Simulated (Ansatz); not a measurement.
Strain response of CoSi2

Level of theory: DFT PBEsol, scalar-relativistic, plane waves, PAW in Ansatz. Run with 420 eV cutoff, 10×10×8 k-mesh, Gaussian smearing of 0.10 eV, no spin polarisation.

The relaxed crystal:

```
CELL_PARAMETERS angstrom
2.65625 2.65625 0.00000
-2.65625 2.65625 0.00000
0.00000 0.00000 5.31251
ATOMIC_POSITIONS crystal
Co 0.00000 0.00000 0.00000
Co 0.50000 0.50000 0.50000
Si 0.00000 0.50000 0.75000
Si 0.50000 0.00000 0.75000
Si 0.50000 0.00000 0.25000
Si 0.00000 0.50000 0.25000
```

Deformation: biaxial strain in the a-b plane, with the length and tilt of c and the atoms relaxed, all within the symmetry that the strain leaves. Energies are extrapolated to zero smearing. On this cell's mesh the reference holds a stress of up to 0.16 GPa.

| strain (%) | ΔE (meV/atom) | a (Å) | b (Å) | c (Å) |
| --- | --- | --- | --- | --- |
| -4.5 | 37.7 | 3.587 | 3.587 | 5.644 |
| -3.0 | 16.5 | 3.644 | 3.644 | 5.523 |
| -1.5 | 3.8 | 3.700 | 3.700 | 5.413 |
| +0.0 | 0.0 | 3.757 | 3.757 | 5.313 |
| +1.5 | 4.7 | 3.813 | 3.813 | 5.224 |
| +3.0 | 17.2 | 3.869 | 3.869 | 5.144 |
| +4.5 | 37.4 | 3.926 | 3.926 | 5.076 |

What stiffness (1/V) d²E/dε² at zero strain does a cubic fit over all points give?

A cubic fit gives (1/V) d²E/dε² = 475 GPa at zero strain (twice the biaxial modulus).

How does the free axis c answer a small strain?

Between the innermost points its strain is -1.18 times the applied one.